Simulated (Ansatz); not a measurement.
**Bi2Te3: how the occupation rule moves the results**

The calculation used Ansatz, DFT PBEsol, scalar-relativistic, plane waves, PAW.

```
Bi Te
1.0
     2.20850    1.27508    9.94667
    -2.20850    1.27508    9.94667
     0.00000   -2.55016    9.94667
Bi Te
2 3
Cartesian
  0.0000 0.0000 24.2301
  0.0000 0.0000 11.9957
  0.0000 0.0000 18.2322
  0.0000 0.0000 5.9680
  0.0000 0.0000 0.0000
```

| Property | Result |
| --- | --- |
| plane-wave cutoff | 420 eV |
| Γ-centred k-mesh | 12×12×12 |
| spin treatment | unpolarised |

The atoms stay fixed while the occupation rule is varied. ΔE is the energy extrapolated to zero smearing, less that of the reference run (12×12×12 Γ-centred mesh, Gaussian smearing 0.1 eV). The cell isn't necessarily relaxed at this level. Spin–orbit coupling is left out. Pressure is positive in compression.

```tsv
rule, width (eV)	ΔE (meV/atom)	ΔF, free energy (meV/atom)	P (GPa)	largest change of a force component (eV/Å)
Gaussian 0.1	0.00	0.00	-0.82	0.000
Gaussian 0.05	0.00	0.37	-0.83	0.001
Gaussian 0.5	7.09	-25.8	-0.62	0.122
Fermi–Dirac 0.05	0.12	-0.41	-0.82	0.002
Fermi–Dirac 0.1	1.47	-4.47	-0.78	0.027
Fermi–Dirac 0.5	16.5	-239	0.54	0.403
Methfessel–Paxton 0.02	0.03	0.52	-0.83	0.002
Methfessel–Paxton 0.5	3.95	7.86	-0.85	0.022
cold 0.01	0.04	0.53	-0.83	0.002
cold 0.02	0.03	0.52	-0.83	0.002
cold 0.05	0.00	0.54	-0.83	0.002
cold 0.5	6.06	12.3	-0.88	0.085
tetrahedron	0.13	0.63	-0.84	0.019
```

This form isn't the usual stable structure of the compound.